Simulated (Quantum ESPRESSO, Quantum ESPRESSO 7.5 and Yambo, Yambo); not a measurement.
## BeTe (F-43m): one start, several treatments of the self-energy

How much does the gap of BeTe (F-43m) depend on the approximation to the self-energy?

Main program and level: Quantum ESPRESSO 7.5 and Yambo 5.3.0; PBE and many-body steps on it, plane waves.

The database entry behind the starting cell differs from later determinations by our own check (an axis about 1.5 % short against later determinations), so it need not match the best structure at ambient conditions.

## 1. Set-up

It takes space group F-43m (No. 216, cubic). The conventional cell has a = 5.540 Å, b = 5.540 Å, c = 5.540 Å, α = 90.00°, β = 90.00°, γ = 90.00°. Be has 4 Te at 2.40 Å nearest. Nearest to Te lie 4 Be at 2.40 Å. Farther neighbours and most contacts between anions are not listed.

The cell and positions come from the Crystallography Open Database and are kept as given unless a step says otherwise. Spin-orbit coupling is left out unless a step names it.

## 2. Empty states on the mesh, 4×4×4 mesh, 515 bands

This step: Quantum ESPRESSO 7.5; DFT, PBE, plane waves, norm-conserving pseudopotentials.

The sums over transitions need many empty states on a uniform mesh; this step solves for them.

File pw.in:

```
&control
  calculation = 'nscf'
  prefix = 'x'
  outdir = 'o'
  pseudo_dir = 'pseudo'
/
&system
  ibrav = 0
  nat = 2
  ntyp = 2
  ecutwfc = 88.0
  nbnd = 515
  force_symmorphic = .true.
/
&electrons
  conv_thr = 1e-9
  electron_maxstep = 80
  diago_full_acc = .true.
  diago_thr_init = 5e-6
/
ATOMIC_SPECIES
  Be 9.012 Be.upf
  Te 127.6 Te.upf
CELL_PARAMETERS angstrom
  0.0000000000 2.7700000000 2.7700000000
  2.7700000000 0.0000000000 2.7700000000
  2.7700000000 2.7700000000 -0.0000000000
ATOMIC_POSITIONS crystal
  Be 0.0000000000 0.0000000000 0.0000000000
  Te 0.2500000000 0.2500000000 0.2500000000
K_POINTS automatic
  4 4 4 0 0 0
```

Run with:

```sh
$ OMP_NUM_THREADS=1 mpirun -n 4 pw.x -nk 4 -in pw.in > pw.out
```

The log of the run:

```text
Program PWSCF v.7.5 starts

     This program is part of the open-source Quantum ESPRESSO suite
     for quantum simulation of materials; please cite
         "P. Giannozzi et al., J. Phys.:Condens. Matter 21 395502 (2009);
         "P. Giannozzi et al., J. Phys.:Condens. Matter 29 465901 (2017);
         "P. Giannozzi et al., J. Chem. Phys. 152 154105 (2020);
     in publications or presentations arising from this work. More details at

     Atomic positions and unit cell read from directory:
     o/x.save/

     Message from routine setup:
[...]
k =-0.3536-0.3536 0.3536 (  3996 PWs)   bands (ev):

[...]
71.7481  71.7481  72.3093  72.3093  72.7972  73.7089  73.7643  74.8678
     [... 53 further rows ...]
   294.4006 295.0328 295.0328 295.1141 295.3957 295.9249 295.9249 296.8193
   296.8193 297.3532 297.3532

          k = 0.3536 0.0000 0.0000 (  4016 PWs)   bands (ev):

     [... further k-points ...]

     highest occupied, lowest unoccupied level (ev):     9.4262   11.2895

     XML data file, pseudopotentials, collected wavefunctions

=------------------------------------------------------------------------------=
   JOB DONE.
=------------------------------------------------------------------------------=
```

Run time: 83 s. Hardware: 4 MPI ranks of Arm Neoverse V1, shared host; peak memory 1 GiB.

This step gave:

| Quantity | Value |
| --- | --- |
| gap | 1.863 eV |
| k of the valence top | 0, 0, 0 |
| k of the conduction bottom | 0, -0.5, -0.5 |
| least direct gap | 3.591 eV |
| k points computed | 8 |
| lowest point of the top converged band, above the valence top | 279.3352 eV |

On this mesh the gap is 1.863 eV.

The density comes from a self-consistent run that is not shown.

## 3. Conversion and set-up

This step: Yambo 5.3.0; conversion and set-up on PBE, plane waves, norm-conserving pseudopotentials.

The states are converted to the many-body program's format and the q mesh is built.

Run with:

```sh
$ (cd o/x.save; p2y > p2y.log; mv SAVE ../..); yambo > setup.log
```

The log of the run:

```text
 Yambo, version 5.3.0

 [02] CORE Variables Setup
 =========================

  [02.01] Unit cells
  ==================

  Cell kind             :  FCC
  Atoms in the cell     :  Be  Te
  number of Be atoms    :  1
  number of Te atoms    :  1

  List of atomic masses
  Mass of Be    :  9.012000
  Mass of Te    :  127.6000

  List of atomic coordinates    : [cc]
  Be1       :  0.000000  0.000000  0.000000  order 1
  Te1       :  2.617271  2.617271  2.617271  order 2

  Alat factors          :  5.234541  5.234541  5.234541 [a.u.]
  Direct lattice volume :  286.8573 [a.u.]
[...]
==========================================

 IBZ Q-points                                      :   8
 BZ  Q-points                                      :   64

 K/Q-points units:
 rlu = crystal or reduced units; cc = cartesian coordinates; iku = interal k-units

 Q [1]          [rlu]:  0.000000  0.000000  0.000000
 Q [2]          [rlu]: -0.61447E-17 -0.61447E-17  0.25000
 Q [3]          [rlu]:  0.12289E-16  0.12289E-16 -0.50000
[...]
Q [7]          [rlu]: -0.44291E-16 -0.50000     -0.50000
 Q [8]          [rlu]:  0.250000 -0.500000 -0.250000

  [03.01] X indexes
  =================

   [03.01.01] Sigma indexes
   ========================

 [06] Game Over & Game summary
```

Run time: 2.7 s. Hardware: 1 MPI rank; peak memory 0.25 GiB.

## 4. G0W0, Godby-Needs plasmon pole

Now the one-shot GW correction: screening in the RPA, then the self-energy of the levels asked for.

This step: G0W0 on PBE, plane waves, norm-conserving pseudopotentials.

File gw2.in:

```
HF_and_locXC
gw0
dyson
ppa
em1d
rim_cut
RandQpts= 1000000
RandGvec= 1 RL
EXXRLvcs= 88 Ry
VXCRLvcs= 352 Ry
Chimod= "HARTREE"
% BndsRnXp
 1 | 218 |
%
NGsBlkXp= 17 Ry
% LongDrXp
 1 | 1 | 1 |
%
% GbndRnge
 1 | 218 |
%
DysSolver= "n"
ExtendOut
PPAPntXp= 27.21138 eV
% QPkrange
 1 | 1 | 13 | 16 |
 7 | 7 | 13 | 16 |
%
```

Run with:

```sh
$ OMP_NUM_THREADS=1 mpirun -n 4 yambo -F gw2.in -J gw2 -C gw2 > gw2.log
```

The log of the run:

```text
 Yambo, version 5.3.0

 [02] CORE Variables Setup
 =========================

  [... cell, symmetries and grids as in the set-up ...]

  [02.05] Energies & Occupations
  ==============================

  [X] === General ===
  [X] Electronic Temperature                        :  0.000000  0.000000 [eV K]
  [X] Bosonic    Temperature                        :  0.000000  0.000000 [eV K]
  [X] Finite Temperature mode                       : no
  [X] El. density                                   :  0.65870E+24 [cm-3]
  [X] Fermi Level                                   :  9.426233 [eV]

  [X] === Gaps and Widths ===
  [X] Conduction Band Min                           :  1.863269 [eV]
  [X] Valence Band Max                              :  0.000000 [eV]
  [X] Filled Bands                                  :  14
  [X] Empty Bands                                   :    15   515
  [X] Direct Gap                                    :  3.590531 [eV]
  [X] Direct Gap localized at k                     :  1
  [X] Indirect Gap                                  :  1.863269 [eV]
  [X] Indirect Gap between kpts                     :   1   7
  [X] Last valence band width                       :  3.442439 [eV]
  [X] 1st conduction band width                     :  3.467501 [eV]

 [03] Transferred momenta grid and indexing
 ==========================================

 IBZ Q-points                                      :   8
 BZ  Q-points                                      :   64

 K/Q-points units:
 rlu = crystal or reduced units; cc = cartesian coordinates; iku = interal k-units

 Q [1]          [rlu]:  0.000000  0.000000  0.000000
 Q [2]          [rlu]: -0.61447E-17 -0.61447E-17  0.25000
 Q [3]          [rlu]:  0.12289E-16  0.12289E-16 -0.50000
 Q [4]          [rlu]:  0.22146E-16  0.25000      0.25000
 Q [5]          [rlu]: -0.24636E-16  0.25000      0.50000
 Q [6]          [rlu]:  0.12289E-16  0.25000     -0.25000
 Q [7]          [rlu]: -0.44291E-16 -0.50000     -0.50000
 Q [8]          [rlu]:  0.250000 -0.500000 -0.250000

 [04] Coloumb potential Random Integration (RIM)
 ===============================================

  [04.01] RIM initialization
  ==========================

  * Diagonal components only detected *

  8 x (sBL volume)        :  0.108090 [a.u.]
  sBZ random points       :  1000000
  Points outside the sBZ  :   7987327
  RL volume               :  0.864716 [a.u.]
  Integrated volume       :  0.866088 [a.u.]

  [04.02] RIM integrals
  =====================

  Gamma point sphere radius             :  0.086406 [a.u.]
  Points outside the sphere             :   799513
  [Int_sBZ(q=0) 1/q^2]*(Vol_sBZ)^(-1/3) =:  7.764325
                                 should be <:  7.795600

  Summary of Coulomb integrals for non-metallic bands |Q|[au] RIM/Bare

  Q [1] 0.100000E-4 0.995988 * Q [2] 0.259879 1.065884
  Q [4] 0.300083 1.064810 * Q [6] 0.424381 1.027704
  Q [5] 0.497631 1.020409 * Q [3] 0.519759 1.018308
  Q [7] 0.600166 1.014905 * Q [8] 0.671006 1.011860

 [WARNING] [Xp] User bands 1-218 break level degeneracy

 [05] Dipoles
 ============

  [05.01] Setup: observables and procedures
  =========================================

 [06] Dynamic Dielectric Matrix (PPA)
 ====================================

 [WR./gw2//ndb.pp]---------------------------------------------------------------
  Brillouin Zone Q/K grids (IBZ/BZ)                :    8   64    8   64
  RL vectors                                       :   4909 [WF]
  Coulomb cutoff potential                         : none
  Electronic Temperature                           :  0.000000 [K]
  Bosonic    Temperature                           :  0.000000 [K]
  PPA    diel. fun.  energies                      : Perdew, Burke & Ernzerhof(X)+Perdew, Burke & Ernzerhof(C)
  wavefunctions                                    : Perdew, Burke & Ernzerhof(X)+Perdew, Burke & Ernzerhof(C)
  Global Gauge                                     : length
  X matrix size                                    :   339
  X band range                                     :    1  218
  X e/h energy range                               : -1.000000 -1.000000 [eV]
  X Time ordering                                  : R
  X Hxc Kernel                                     : HARTREE
  X Drude frequency                                :  0.000000  0.000000
  X poles                                          :  100.0000 [o/o]
  RL vectors in the sum                            :   4909
  [r,Vnl] included                                 : yes
  Field direction                                  :  0.577350E-5  0.577350E-5  0.577350E-5
  BZ energy Double Grid                            : no
  BZ energy DbGd points                            : 0
  BZ Q point size factor                           : -1.000000
  X Optical Averaged directions                    : none

 [07] Local Exchange-Correlation + Non-Local Fock
 ================================================

 [VXC] Plane waves :   31951
 [EXS] Plane waves :   4111

 QP @ state[ 1 ] K range:  1  1
 QP @ state[ 1 ] b range:  13  16
 QP @ state[ 2 ] K range:   7   7
 QP @ state[ 2 ] b range:  13  16

 [xc] Functional : Perdew, Burke & Ernzerhof(X)+Perdew, Burke & Ernzerhof(C)
 [xc] LIBXC used to calculate xc functional
  PP Number of Atomic Species                      :  2
  NLCC RL compoments                               :   31951
  PP Number of Atomic Species                      :  2
  NLCC RL compoments                               :   31951

 [xc] E_xc :  -22.89162 [Ha]
      E_xc :  -45.78324 [Ry]

  Local XC kind (lXC) : Perdew, Burke & Ernzerhof(X)+Perdew, Burke & Ernzerhof(C)
  Non-Local XC kind (nlXC) : Hartree-Fock

  Corrections @ K [1] :  [eV]
 <13|nlXC|13> = -15.26186  0.28052E-17 <13|lXC|13> = -13.56043  0.18882E-15
 <14|nlXC|14> = -15.26184  0.52186E-17 <14|lXC|14> = -13.56043 -0.18882E-15
 <15|nlXC|15> = -6.180801  0.12068E-17 <15|lXC|15> = -10.71164 -0.18882E-15
 <16|nlXC|16> = -6.180477  0.30969E-17 <16|lXC|16> = -10.71164 -0.94434E-16

  Corrections @ K [7] :  [eV]
 <13|nlXC|13> = -14.82236 -0.99391E-17 <13|lXC|13> = -12.03900  0.47204E-16
 <14|nlXC|14> = -14.82238  0.10482E-16 <14|lXC|14> = -12.03900 -0.16876E-20
 <15|nlXC|15> = -5.350428 -0.21803E-17 <15|lXC|15> = -9.219037  0.11801E-16
 <16|nlXC|16> = -5.993243 -0.51366E-17 <16|lXC|16> = -10.01849  0.94443E-16

 [08] Dyson equation: Newton solver
 ==================================

  [08.01] G0W0 (W PPA)
  ====================

  [  GW  ] Bands range     :    1  218
  [GW/PPA] G damping       :  0.100000 [eV]

  QP @ state[ 1 ] K range:  1  1
  QP @ state[ 1 ] b range:  13  16
  QP @ state[ 2 ] K range:   7   7
  QP @ state[ 2 ] b range:  13  16

   Sc/G bands                                       :    1  218
   Sc/G damping                                     :  0.100000 ev
   Sc bands terminator                              : no
   Sx RL components                                 :   4111

   QP @ state[ 1 ] K range                          :  1  1
   QP @ state[ 1 ] b range                          :  13  16
   QP @ state[ 2 ] K range                          :   7   7
   QP @ state[ 2 ] b range                          :  13  16
   GF energies kind                                 : Perdew, Burke & Ernzerhof(X)+Perdew, Burke & Ernzerhof(C)
   GF WF`s kind                                     : Perdew, Burke & Ernzerhof(X)+Perdew, Burke & Ernzerhof(C)
   Xs energies kind                                 : Perdew, Burke & Ernzerhof(X)+Perdew, Burke & Ernzerhof(C)
   Xs WF`s kind                                     : Perdew, Burke & Ernzerhof(X)+Perdew, Burke & Ernzerhof(C)

 [11] Game Over & Game summary
```

Run time: 4.9 min. Hardware: 4 MPI ranks; peak memory 1.9 GiB; 19 min of CPU time.

Numbers from this step:

```yaml
g0w0_gap_on_the_points_computed: 2.716 eV
starting_gap_on_the_mesh: 1.863 eV
k_of_the_valence_top: 0, 0, 0
k_of_the_conduction_bottom: 0, -0.5, -0.5
least_direct_g0w0_gap_on_the_computed_points: 4.680 eV
z_at_the_valence_top: 0.8077
z_at_the_conduction_bottom: 0.8197
```

The gap on the mesh goes from 1.86 eV to 2.72 eV, a correction of +0.85 eV.

## 5. One-shot COHSEX

This step: one-shot COHSEX on PBE, plane waves, norm-conserving pseudopotentials.

File gw4.in:

```
HF_and_locXC
gw0
dyson
cohsex
em1s
rim_cut
RandQpts= 1000000
RandGvec= 1 RL
EXXRLvcs= 88 Ry
VXCRLvcs= 352 Ry
Chimod= "HARTREE"
% BndsRnXs
 1 | 218 |
%
NGsBlkXs= 17 Ry
% LongDrXs
 1 | 1 | 1 |
%
% GbndRnge
 1 | 218 |
%
DysSolver= "n"
ExtendOut
% QPkrange
 1 | 1 | 13 | 16 |
 7 | 7 | 13 | 16 |
%
```

Run with:

```sh
$ OMP_NUM_THREADS=1 mpirun -n 4 yambo -F gw4.in -J gw4 -C gw4 > gw4.log
```

The log of the run:

```text
 Yambo, version 5.3.0

 [02] CORE Variables Setup
 =========================

  [... cell, symmetries and grids as in the set-up ...]

  [02.05] Energies & Occupations
  ==============================

  [X] === General ===
  [X] Electronic Temperature                        :  0.000000  0.000000 [eV K]
  [X] Bosonic    Temperature                        :  0.000000  0.000000 [eV K]
  [X] Finite Temperature mode                       : no
  [X] El. density                                   :  0.65870E+24 [cm-3]
  [X] Fermi Level                                   :  9.426233 [eV]

  [X] === Gaps and Widths ===
  [X] Conduction Band Min                           :  1.863269 [eV]
  [X] Valence Band Max                              :  0.000000 [eV]
  [X] Filled Bands                                  :  14
  [X] Empty Bands                                   :    15   515
  [X] Direct Gap                                    :  3.590531 [eV]
  [X] Direct Gap localized at k                     :  1
  [X] Indirect Gap                                  :  1.863269 [eV]
  [X] Indirect Gap between kpts                     :   1   7
  [X] Last valence band width                       :  3.442439 [eV]
  [X] 1st conduction band width                     :  3.467501 [eV]

 [03] Transferred momenta grid and indexing
 ==========================================

 IBZ Q-points                                      :   8
 BZ  Q-points                                      :   64

 K/Q-points units:
 rlu = crystal or reduced units; cc = cartesian coordinates; iku = interal k-units

 Q [1]          [rlu]:  0.000000  0.000000  0.000000
 Q [2]          [rlu]: -0.61447E-17 -0.61447E-17  0.25000
 Q [3]          [rlu]:  0.12289E-16  0.12289E-16 -0.50000
[...]
[xc] Functional : Perdew, Burke & Ernzerhof(X)+Perdew, Burke & Ernzerhof(C)
 [xc] LIBXC used to calculate xc functional
  PP Number of Atomic Species                      :  2
  NLCC RL compoments                               :   31951
  PP Number of Atomic Species                      :  2
  NLCC RL compoments                               :   31951

 [xc] E_xc :  -22.89162 [Ha]
      E_xc :  -45.78324 [Ry]

  Local XC kind (lXC) : Perdew, Burke & Ernzerhof(X)+Perdew, Burke & Ernzerhof(C)
  Non-Local XC kind (nlXC) : Hartree-Fock

  Corrections @ K [1] :  [eV]
 <13|nlXC|13> = -15.26186  0.28052E-17 <13|lXC|13> = -13.56043  0.18882E-15
 <14|nlXC|14> = -15.26184  0.52186E-17 <14|lXC|14> = -13.56043 -0.18882E-15
 <15|nlXC|15> = -6.180801  0.12068E-17 <15|lXC|15> = -10.71164 -0.18882E-15
[...]
Corrections @ K [7] :  [eV]
[...]
<15|nlXC|15> = -5.350428 -0.21803E-17 <15|lXC|15> = -9.219037  0.11801E-16
 <16|nlXC|16> = -5.993243 -0.51366E-17 <16|lXC|16> = -10.01849  0.94443E-16

 [08] Dyson equation: Newton solver
 ==================================

 [Newton] Sc step       :  0.100000 [eV]
 [Newton] Sc steps      :  1

  [08.01] G0W0 (COHSEX)
  =====================

  [  GW  ] Bands range     :   1  16

  QP @ state[ 1 ] K range:  1  1
  QP @ state[ 1 ] b range:  13  16
  QP @ state[ 2 ] K range:   7   7
  QP @ state[ 2 ] b range:  13  16

   Sc Empty Bands                                   : no
   Sc bands terminator                              : no
   Sx RL components                                 :   4111

   QP @ state[ 1 ] K range                          :  1  1
   QP @ state[ 1 ] b range                          :  13  16
   QP @ state[ 2 ] K range                          :   7   7
   QP @ state[ 2 ] b range                          :  13  16
   GF WF`s kind                                     : Perdew, Burke & Ernzerhof(X)+Perdew, Burke & Ernzerhof(C)
   Xs energies kind                                 : Perdew, Burke & Ernzerhof(X)+Perdew, Burke & Ernzerhof(C)
   Xs WF`s kind                                     : Perdew, Burke & Ernzerhof(X)+Perdew, Burke & Ernzerhof(C)

 [11] Game Over & Game summary
```

The job ended after 2.4 min (4 MPI ranks; peak memory 1.8 GiB; 9.5 min of CPU time).

This step gave:

| Property | Result |
| --- | --- |
| quasiparticle gap on the points computed | 3.479 eV |
| starting gap on the mesh | 1.863 eV |
| k of the valence top | 0, 0, 0 |
| k of the conduction bottom | 0, -0.5, -0.5 |
| least direct quasiparticle gap on the computed points | 5.312 eV |
| Z at the valence top | 1 |
| Z at the conduction bottom | 1 |

Against G0W0 in Yambo (4×4×4 mesh, 218 bands, screening to 231.3 eV, Godby-Needs plasmon pole), the gap moves by +0.763 eV.

## 6. One-shot Hartree-Fock

This step: one-shot Hartree-Fock on PBE, plane waves, norm-conserving pseudopotentials.

File gw5.in:

```
HF_and_locXC
rim_cut
RandQpts= 1000000
RandGvec= 1 RL
EXXRLvcs= 88 Ry
VXCRLvcs= 352 Ry
% QPkrange
 1 | 1 | 13 | 16 |
 7 | 7 | 13 | 16 |
%
```

Run with:

```sh
$ OMP_NUM_THREADS=1 mpirun -n 4 yambo -F gw5.in -J gw5 -C gw5 > gw5.log
```

The log of the run:

```text
 Yambo, version 5.3.0

 [02] CORE Variables Setup
 =========================

  [... cell, symmetries and grids as in the set-up ...]

  [02.05] Energies & Occupations
  ==============================

  [X] === General ===
  [X] Electronic Temperature                        :  0.000000  0.000000 [eV K]
  [X] Bosonic    Temperature                        :  0.000000  0.000000 [eV K]
  [X] Finite Temperature mode                       : no
  [X] El. density                                   :  0.65870E+24 [cm-3]
[...]
[xc] E_xc :  -22.89162 [Ha]
      E_xc :  -45.78324 [Ry]

  Local XC kind (lXC) : Perdew, Burke & Ernzerhof(X)+Perdew, Burke & Ernzerhof(C)
  Non-Local XC kind (nlXC) : Hartree-Fock

  Corrections @ K [1] :  [eV]
 <13|nlXC|13> = -15.26186  0.28052E-17 <13|lXC|13> = -13.56043  0.18882E-15
 <14|nlXC|14> = -15.26184  0.52186E-17 <14|lXC|14> = -13.56043 -0.18882E-15
 <15|nlXC|15> = -6.180801  0.12068E-17 <15|lXC|15> = -10.71164 -0.18882E-15
[...]
Corrections @ K [7] :  [eV]
[...]
<15|nlXC|15> = -5.350428 -0.21803E-17 <15|lXC|15> = -9.219037  0.11801E-16
 <16|nlXC|16> = -5.993243 -0.51366E-17 <16|lXC|16> = -10.01849  0.94443E-16

 [08] Game Over & Game summary
```

Wall time 6.7 s (4 MPI ranks); peak memory 1.6 GiB.

Numbers from this step:

```yaml
quasiparticle_gap_on_the_mesh: 7.433 eV
starting_gap_on_the_mesh: 1.863 eV
k_of_the_valence_top: 0, 0, 0
k_of_the_conduction_bottom: 0, -0.5, -0.5
least_direct_quasiparticle_gap_on_the_computed_points: 9.823 eV
```

Against G0W0 in Yambo (4×4×4 mesh, 218 bands, screening to 231.3 eV, Godby-Needs plasmon pole), the gap moves by +4.717 eV.

## 7. Side by side

Times are wall times on 4 MPI ranks of Arm Neoverse V1, shared host, good to a factor of about two.

```csv
run,mesh,bands,screening cutoff (eV),DFT gap (eV),gap on the mesh (eV),direct (eV),time
"G0W0, Godby-Needs plasmon pole",4×4×4,218,231.3,1.863,2.716,4.680,4.9 min
one-shot COHSEX,4×4×4,218,231.3,1.863,3.479,5.312,2.4 min
one-shot Hartree-Fock,4×4×4,-,-,1.863,7.433,9.823,6.7 s
```

## 8. Outcome

```json
{
 "G0W0, Godby-Needs plasmon pole": "2.716 eV",
 "one-shot COHSEX": "3.479 eV",
 "one-shot Hartree-Fock": "7.433 eV",
 "known limits": "not at the basis limit; no spin-orbit coupling; coarse k mesh"
}
```

**Reading.** One-shot COHSEX: +0.763 eV against G0W0, Godby-Needs plasmon pole. One-shot Hartree-Fock: +4.717 eV against G0W0, Godby-Needs plasmon pole. Bare exchange alone opens the gap to 7.43 eV; against G0W0, correlation takes back 4.72 eV. Static COHSEX lies above G0W0: it lacks the factor Z and overstates the Coulomb hole of the filled states. Bands and cutoff are finite, so the gap is not at the basis limit. The miss can reach some tenths of an eV and take either sign; the mesh is an error of its own. The 4×4×4 mesh is coarse for this cell, which bears on the long-range parts of exchange and screening. The many-body steps are scalar-relativistic: spin-orbit coupling is not in them.

[Paths, hosts, dates, memory and timing lines, banners, echoed tables and standing remarks are left out of the program output.]

[Logs are printed without paths, hosts, clocks, repeated set-up lines and the standing remarks that a program may print on its own settings, such as how far it seeks lower states.]

[Runs of the session that timed out or met a known fault of the program may be left out.]

[Hosts, paths, dates, database ids (printed as entryN), source tags and the programs' standing remarks are cut or masked in the printed files.]
